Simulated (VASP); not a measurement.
# BaS (Fm-3m) in VASP: notebook

Aim: see how the results for BaS move with the level of theory and the settings. Levels: PBE, BLYP+D3, BLYP+D3(BJ). Tasks: relaxation of cell and atoms.

Program: VASP 6.6.1. These are calculated values, not measurements. Logs are shortened: lines on timing, memory, paths and dates and some standing lists are left out, and cuts for length are marked.

### 1 Starting point

It takes space group Fm-3m (No. 225, cubic). Conventional cell: a = 6.388 Å, b = 6.388 Å, c = 6.388 Å, α = 90.00°, β = 90.00°, γ = 90.00°. Ba (site symmetry m-3m) has 6 S at 3.19 Å as nearest neighbours. Around S (site symmetry m-3m) lie 6 Ba at 3.19 Å.

### 2 Relaxation of cell and atoms, PBE

The input, INCAR:

```
ALGO = Fast
EDIFF = 1E-7
EDIFFG = -0.005
ENCUT = 630
GGA = PE
IBRION = 2
ISIF = 3
ISMEAR = -1
LASPH = True
LCHARG = False
LREAL = False
LWAVE = False
NELM = 100
NSW = 40
PREC = Accurate
SIGMA = 0.05
```

The input, KPOINTS:

```
k-points
0
Gamma
  7 7 7
```

The input, POSCAR:

```
BaS
1.0
    0.0000000000      3.1937500000      3.1937500000
    3.1937500000      0.0000000000      3.1937500000
    3.1937500000      3.1937500000      0.0000000000
Ba S
1 1
Direct
    0.0000000000      0.0000000000      0.0000000000
    0.5000000000      0.5000000000      0.5000000000
```

Potentials or basis: VASP PAW PBE potentials, release 64 (Ba_sv_GW, S_GW).

Started as:

```console
> cat potpaw_PBE.64/Ba_sv_GW/POTCAR potpaw_PBE.64/S_GW/POTCAR > POTCAR
> mpirun -np 1 vasp_std > vasp.out
```

OUTCAR:

```text
EDIFF = 1E-7
   EDIFFG = -0.005
   ENCUT = 630
   GGA = PE
   IBRION = 2
   ISIF = 3
   ISMEAR = -1
   LASPH = True
   LREAL = False
   NELM = 100
   NSW = 40
   PREC = Accurate

 ion  position               nearest neighbor table
   1  0.000  0.000  0.000-
   2  0.500  0.500  0.500-

  LATTYP: Found a face centered cubic cell.
 ALAT       =     6.3875000000

  Lattice vectors:

 A1 = (   0.0000000000,   3.1937500000,   3.1937500000)
 A2 = (   3.1937500000,   0.0000000000,   3.1937500000)
 A3 = (   3.1937500000,   3.1937500000,   0.0000000000)

Analysis of symmetry for initial positions (statically):
=====================================================================
 Subroutine PRICEL returns:
 Original cell was already a primitive cell.

 Routine SETGRP: Setting up the symmetry group for a
 face centered cubic supercell.

 Subroutine GETGRP returns: Found 48 space group operations
 (whereof 48 operations were pure point group operations)
 out of a pool of 48 trial point group operations.

The static configuration has the point symmetry O_h .

Analysis of symmetry for dynamics (positions and initial velocities):
=====================================================================
 Subroutine PRICEL returns:
 Original cell was already a primitive cell.

 Routine SETGRP: Setting up the symmetry group for a
 face centered cubic supercell.

 Subroutine GETGRP returns: Found 48 space group operations
 (whereof 48 operations were pure point group operations)
 out of a pool of 48 trial point group operations.

The dynamic configuration has the point symmetry O_h .

 Subroutine INISYM returns: Found 48 space group operations
 (whereof 48 operations are pure point group operations),
 and found     1 'primitive' translations

----------------------------------------------------------------------------------------

                                     Primitive cell

  volume of cell :      65.1527

  direct lattice vectors                    reciprocal lattice vectors
     0.000000000  3.193750000  3.193750000    -0.156555773  0.156555773  0.156555773
     3.193750000  0.000000000  3.193750000     0.156555773 -0.156555773  0.156555773
     3.193750000  3.193750000  0.000000000     0.156555773  0.156555773 -0.156555773

  length of vectors
     4.516644565  4.516644565  4.516644565     0.271162553  0.271162553  0.271162553

  position of ions in fractional coordinates (direct lattice)
[... 69 lines left out ...]
   LNONCOLLINEAR =      F non collinear calculations
   LSORBIT =      F    spin-orbit coupling
   LASPH  =      T    aspherical Exc in radial PAW
   ENCUT  =  630.0 eV  46.30 Ry    6.80 a.u.   9.24  9.24  9.24*2*pi/ulx,y,z
   NELM   =    100;   NELMIN=  2; NELMDL= -5     # of ELM steps
   EDIFF  = 0.1E-06   stopping-criterion for ELM
   LREAL  =      F    real-space projection
   EDIFFG = -.5E-02   stopping-criterion for IOM
   NSW    =     40    number of steps for IOM
   IBRION =      2    ionic relax: 0-MD 1-quasi-New 2-CG
   NFREE  =      1    steps in history (QN), initial steepest desc. (CG)
   ISIF   =      3    stress and relaxation
   ISYM   =      2    0-nonsym 1-usesym 2-fastsym
   POTIM  = 0.5000    time-step for ionic-motion
   TEBEG  =    0.0;   TEEND  =   0.0 temperature during run
   PSTRESS=    0.0 pullay stress
   NELECT =      16.0000    total number of electrons
   NUPDOWN=      -1.0000    fix difference up-down
   EMIN   =  10.00;   EMAX   =-10.00  energy-range for DOS
   EFERMI =   0.00;   METHOD = LEGACY
   ISMEAR =    -1;   SIGMA  =   0.05  broadening in eV -4-tet -1-fermi 0-gaus
   EFERMI_NEDOS =   21; number of points for ismear=-14 and -15
   IALGO  =     68    algorithm
   IMIX   =      4    mixing-type and parameters
     AMIX     =   0.40;   BMIX     =  1.00
     AMIX_MAG =   1.60;   BMIX_MAG =  1.00
  volume/ion in A,a.u.               =      32.58       219.84
  Fermi-wavevector in a.u.,A,eV,Ry     =   1.025189  1.937326 14.299891  1.051012
  Thomas-Fermi vector in A             =   2.159016
   LORBIT       =      0    0 simple, 1 ext, 2 COOP (PROOUT), +10 PAW based schemes
   GGA     = PE    functional components
   LHFCALC =     F    Hartree Fock is set to
   AEXX    =    0.0000 exact exchange contribution
   IVDW    =     0    specifies the selected vdW correction
   LEPSILON=     F    determine dielectric tensor
   LRPA    =     F    only Hartree local field effects (RPA)
 conjugate gradient relaxation of ions
 non-spin polarized calculation
 RMM-DIIS sequential band-by-band and
  energy-cutoff  :      630.00
  volume of cell :       65.15
 maximum number of plane-waves:      2355
 NGX is ok and might be reduce to    40
   NGX = 19   NGY = 19   NGZ = 19

--------------------------------------- Ionic step        1  -------------------------------------------

 number of electron      16.0000001 magnetization

 Free energy of the ion-electron system (eV)
  ---------------------------------------------------
  ext. energy  EPLUGINS =         0.00000000
  ---------------------------------------------------
  free energy    TOTEN  =       -11.61086611 eV

  energy without entropy =      -11.61086611  energy(sigma->0) =      -11.61086611

------------------------ aborting loop because EDIFF is reached ----------------------------------------

  FORCE on cell =-STRESS in cart. coord.  units (eV):
  Direction    XX          YY          ZZ          XY          YZ          ZX
  --------------------------------------------------------------------------------------
  -------------------------------------------------------------------------------------
  Total        0.3330190      0.3330190      0.3330190     -0.0000000      0.0000000      0.0000000
  in kB        8.1893016      8.1893016      8.1893016     -0.0000000      0.0000000      0.0000000
  external PRESSURE =       8.1893016 kB  Pullay stress =       0.0000000 kB
[... 59 lines left out ...]
--------------------------------------- Ionic step        3  -------------------------------------------

 number of electron      16.0000000 magnetization

 Free energy of the ion-electron system (eV)
  ---------------------------------------------------
  ext. energy  EPLUGINS =         0.00000000
  ---------------------------------------------------
  free energy    TOTEN  =       -11.61394578 eV

  energy without entropy =      -11.61394578  energy(sigma->0) =      -11.61394578

 E-fermi :   3.9824     XC(G=0):  -8.7293

 val. band max:        2.8941370178   @ k =   0.0000   0.0000   0.0000
 cond. band min:       5.1845348272   @ k =   0.4286   0.4286   0.0000
 fundamental gap:      2.2903978094
 Fermi energy:         3.9823766384

 k-point     1 :       0.0000    0.0000    0.0000
  band No.  band energies     occupation
      1     -23.1137      2.00000
      2      -8.1756      2.00000
      3      -8.1755      2.00000
      4      -8.1755      2.00000
      5      -7.3725      2.00000
      6       2.8941      2.00000
      7       2.8941      2.00000
      8       2.8941      2.00000
      9       6.4881      0.00000
     10       6.8546      0.00000
     11       6.8547      0.00000
     12       6.8557      0.00000
[... 312 lines left out ...]
  FREE ENERGIE OF THE ION-ELECTRON SYSTEM (eV)
  ---------------------------------------------------
  free  energy   TOTEN  =       -11.6139457835 eV

  energy  without entropy=      -11.6139457835  energy(sigma->0) =      -11.61394578

 reached required accuracy - stopping structural energy minimisation
```

CONTCAR:

```text
BaS
   1.00000000000000
     0.0000000000000000    3.2137164492927961    3.2137164492927961
     3.2137164492927961    0.0000000000000000    3.2137164492927961
     3.2137164492927961    3.2137164492927961   -0.0000000000000000
  Ba              S
     1     1
Direct
     0.0000000000000000    0.0000000000000000    0.0000000000000000
     0.5000000000000000    0.5000000000000000    0.5000000000000000

  0.00000000E+00  0.00000000E+00  0.00000000E+00
  0.00000000E+00  0.00000000E+00  0.00000000E+00
```

Wall time 54 s (1 thread of Intel Xeon 6975P-C (Granite Rapids), shared host); peak memory 0.26 GiB.

Results:

| Property | Result |
| --- | --- |
| Free energy | -11.6139 eV |
| Relaxed volume | 33.19 Å³/atom |
| Relaxed cell | a = 4.545 Å, b = 4.545 Å, c = 4.545 Å, α = 60.00°, β = 60.00°, γ = 60.00° |
| Space group after relaxing (to 0.05 Å) | Fm-3m (No. 225) |
| Energy gained by relaxing | 1.5 meV/atom |
| Ionic steps | 3 |
| Pressure after relaxing | 0.0 GPa |
| Band gap on the k mesh | 2.29 eV, indirect (least direct gap 2.41 eV) |

The path:
| step | energy change (eV) | largest force (eV/Å) | pressure (GPa) | volume (Å³) |
| --- | --- | --- | --- | --- |
| 1 | 0.0000 | 0.0000 | 0.82 | 65.15 |
| 2 | -0.0028 | 0.0000 | -0.22 | 66.74 |
| 3 | -0.0031 | 0.0000 | 0.00 | 66.38 |

Final structure:
```
CELL_PARAMETERS angstrom
0.00000 3.21372 3.21372
3.21372 0.00000 3.21372
3.21372 3.21372 0.00000
ATOMIC_POSITIONS crystal
Ba 0.00000 0.00000 0.00000
S 0.50000 0.50000 0.50000
```

Caveat: spin-orbit coupling is left out, which moves the levels of the heavy elements; an odd mesh through Γ misses points on the zone boundary, where band edges often lie.

### 3 Relaxation of cell and atoms, BLYP+D3

The input, INCAR:

```
PREC = Accurate
ENCUT = 600
EDIFF = 1E-6
ISMEAR = -1
SIGMA = 0.05
LREAL = F
LASPH = T
NELM = 60
ALGO = Fast
ISIF = 3
LWAVE = F
LCHARG = F
GGA = B5
ALDAX = 1.0
AGGAX = 1.0
AGGAC = 1.0
ALDAC = 0.0
IVDW = 11
VDW_S6 = 1.0
VDW_S8 = 1.682
VDW_SR = 1.094
VDW_SR8 = 1.0
IBRION = 2
NSW = 60
EDIFFG = -0.005
```

The input, KPOINTS:

```
regular mesh
0
Gamma
  7 7 7
```

POSCAR is that of step 2.

Potentials or basis: VASP PAW PBE potentials, release 64 (Ba_sv, S).

Started as:

```console
> cat potpaw_PBE.64/Ba_sv/POTCAR potpaw_PBE.64/S/POTCAR > POTCAR
> mpirun -np 1 vasp_std > vasp.out
```

OUTCAR:

```text
PREC = Accurate
   ENCUT = 600
   EDIFF = 1E-6
   ISMEAR = -1
   LREAL = F
   LASPH = T
   NELM = 60
   ISIF = 3
   GGA = B5
   IVDW = 11
   IBRION = 2
   NSW = 60
   EDIFFG = -0.005
 IVDW          = 11

 ion  position               nearest neighbor table
   1  0.000  0.000  0.000-   2 3.19   2 3.19   2 3.19   2 3.19   2 3.19   2 3.19
   2  0.500  0.500  0.500-   1 3.19   1 3.19   1 3.19   1 3.19   1 3.19   1 3.19

  LATTYP: Found a face centered cubic cell.
 ALAT       =     6.3875000000

  Lattice vectors:

 A1 = (   0.0000000000,   3.1937500000,   3.1937500000)
 A2 = (   3.1937500000,   0.0000000000,   3.1937500000)
 A3 = (   3.1937500000,   3.1937500000,   0.0000000000)

Analysis of symmetry for initial positions (statically):
=====================================================================
 Subroutine PRICEL returns:
 Original cell was already a primitive cell.

 Routine SETGRP: Setting up the symmetry group for a
 face centered cubic supercell.

 Subroutine GETGRP returns: Found 48 space group operations
 (whereof 48 operations were pure point group operations)
 out of a pool of 48 trial point group operations.

The static configuration has the point symmetry O_h .

Analysis of symmetry for dynamics (positions and initial velocities):
=====================================================================
 Subroutine PRICEL returns:
 Original cell was already a primitive cell.

 Routine SETGRP: Setting up the symmetry group for a
 face centered cubic supercell.

 Subroutine GETGRP returns: Found 48 space group operations
 (whereof 48 operations were pure point group operations)
 out of a pool of 48 trial point group operations.

The dynamic configuration has the point symmetry O_h .

 Subroutine INISYM returns: Found 48 space group operations
 (whereof 48 operations are pure point group operations),
 and found     1 'primitive' translations

----------------------------------------------------------------------------------------

[... 88 lines left out ...]
   LREAL  =      F    real-space projection
   EDIFFG = -.5E-02   stopping-criterion for IOM
   NSW    =     60    number of steps for IOM
   IBRION =      2    ionic relax: 0-MD 1-quasi-New 2-CG
   NFREE  =      1    steps in history (QN), initial steepest desc. (CG)
   ISIF   =      3    stress and relaxation
   ISYM   =      2    0-nonsym 1-usesym 2-fastsym
   POTIM  = 0.5000    time-step for ionic-motion
   TEBEG  =    0.0;   TEEND  =   0.0 temperature during run
   PSTRESS=    0.0 pullay stress
   NELECT =      16.0000    total number of electrons
   NUPDOWN=      -1.0000    fix difference up-down
   EMIN   =  10.00;   EMAX   =-10.00  energy-range for DOS
   EFERMI =   0.00;   METHOD = LEGACY
   ISMEAR =    -1;   SIGMA  =   0.05  broadening in eV -4-tet -1-fermi 0-gaus
   EFERMI_NEDOS =   21; number of points for ismear=-14 and -15
   IALGO  =     68    algorithm
   IMIX   =      4    mixing-type and parameters
     AMIX     =   0.40;   BMIX     =  1.00
     AMIX_MAG =   1.60;   BMIX_MAG =  1.00
  volume/ion in A,a.u.               =      32.58       219.84
  Fermi-wavevector in a.u.,A,eV,Ry     =   1.025189  1.937326 14.299891  1.051012
  Thomas-Fermi vector in A             =   2.159016
   LORBIT       =      0    0 simple, 1 ext, 2 COOP (PROOUT), +10 PAW based schemes
   GGA     = B5    functional components
   LHFCALC =     F    Hartree Fock is set to
   AEXX    =    0.0000 exact exchange contribution
   IVDW    =    11    specifies the selected vdW correction
   LEPSILON=     F    determine dielectric tensor
   LRPA    =     F    only Hartree local field effects (RPA)
 conjugate gradient relaxation of ions
 non-spin polarized calculation
 RMM-DIIS sequential band-by-band and
  energy-cutoff  :      600.00
  volume of cell :       65.15
 maximum number of plane-waves:      2186
   NGX = 17   NGY = 17   NGZ = 17

--------------------------------------- Ionic step        1  -------------------------------------------

 number of electron      16.0000001 magnetization

 Free energy of the ion-electron system (eV)
  ---------------------------------------------------
  ext. energy  EPLUGINS =         0.00000000
  ---------------------------------------------------
  free energy    TOTEN  =        -9.28641020 eV

  energy without entropy =       -9.28641020  energy(sigma->0) =       -9.28641020

------------------------ aborting loop because EDIFF is reached ----------------------------------------

 Edisp (eV)   -0.58116

 E8    (eV) :    -0.3870
[... 71 lines left out ...]
--------------------------------------- Ionic step        3  -------------------------------------------

 number of electron      16.0000001 magnetization

 Free energy of the ion-electron system (eV)
  ---------------------------------------------------
  ext. energy  EPLUGINS =         0.00000000
  ---------------------------------------------------
  free energy    TOTEN  =        -9.32713026 eV

  energy without entropy =       -9.32713026  energy(sigma->0) =       -9.32713026

 E-fermi :   2.7528     XC(G=0):  -7.9845

 val. band max:        1.6939862277   @ k =   0.0000   0.0000   0.0000
 cond. band min:       3.9922590751   @ k =   0.4286   0.4286   0.0000
 fundamental gap:      2.2982728474
 Fermi energy:         2.7528007096

 k-point     1 :       0.0000    0.0000    0.0000
  band No.  band energies     occupation
      1     -24.5457      2.00000
      2      -9.6349      2.00000
      3      -9.6349      2.00000
      4      -9.6349      2.00000
      5      -8.6030      2.00000
      6       1.6940      2.00000
      7       1.6940      2.00000
      8       1.6940      2.00000
      9       5.2870      0.00000
     10       5.5494      0.00000
     11       5.5494      0.00000
     12       5.5494      0.00000
[... 316 lines left out ...]
  FREE ENERGIE OF THE ION-ELECTRON SYSTEM (eV)
  ---------------------------------------------------
  free  energy   TOTEN  =        -9.8781240516 eV

  energy  without entropy=       -9.8781240516  energy(sigma->0) =       -9.87812405

 reached required accuracy - stopping structural energy minimisation
```

CONTCAR:

```text
BaS
   1.00000000000000
     0.0000000000000000    3.2314424524181704    3.2314424524181704
     3.2314424524181704   -0.0000000000000000    3.2314424524181704
     3.2314424524181704    3.2314424524181704   -0.0000000000000000
  Ba              S
     1     1
Direct
     0.0000000000000000    0.0000000000000000    0.0000000000000000
     0.5000000000000000    0.5000000000000000    0.5000000000000000

  0.00000000E+00  0.00000000E+00  0.00000000E+00
  0.00000000E+00  0.00000000E+00  0.00000000E+00
```

It took 68 s on 1 thread of Intel Xeon Platinum 8488C (Sapphire Rapids), shared host; peak memory 0.22 GiB.

Results:

```yaml
Free_energy: -9.8781 eV
Relaxed_volume: 33.74 Å³/atom
Relaxed_cell: a = 4.570 Å, b = 4.570 Å, c = 4.570 Å, α = 60.00°, β = 60.00°, γ = 60.00°
Space_group_after_relaxing_to_0.05_Å: Fm-3m (No. 225)
Energy_gained_by_relaxing: 5.3 meV/atom
Ionic_steps: 3
Pressure_after_relaxing: 0.0 GPa
Band_gap_on_the_k_mesh: 2.30 eV, indirect (least direct gap 2.45 eV)
Dispersion_energy_per_atom: -0.275 eV
```

The path:
```
step  energy change (eV)  largest force (eV/Å)  pressure (GPa)  volume (Å³)
   1              0.0000                0.0000            1.50        65.15
   2             -0.0099                0.0000           -0.32        68.07
   3             -0.0106                0.0000           -0.01        67.49
```

Final structure:
```yaml
crystal:
  lattice:
    - [0.00000, 3.23144, 3.23144]
    - [3.23144, 0.00000, 3.23144]
    - [3.23144, 3.23144, 0.00000]
  atoms:
    - { symbol: Ba, position: [0.00000, 0.00000, 0.00000] }
    - { symbol: S, position: [0.50000, 0.50000, 0.50000] }
```

Caveat: the PAW data sets were made with another functional, which shifts forces and pressure a little; spin-orbit coupling is left out, which moves the levels of the heavy elements; an odd mesh through Γ misses points on the zone boundary, where band edges often lie.

(Continued in part 2 of 2.)
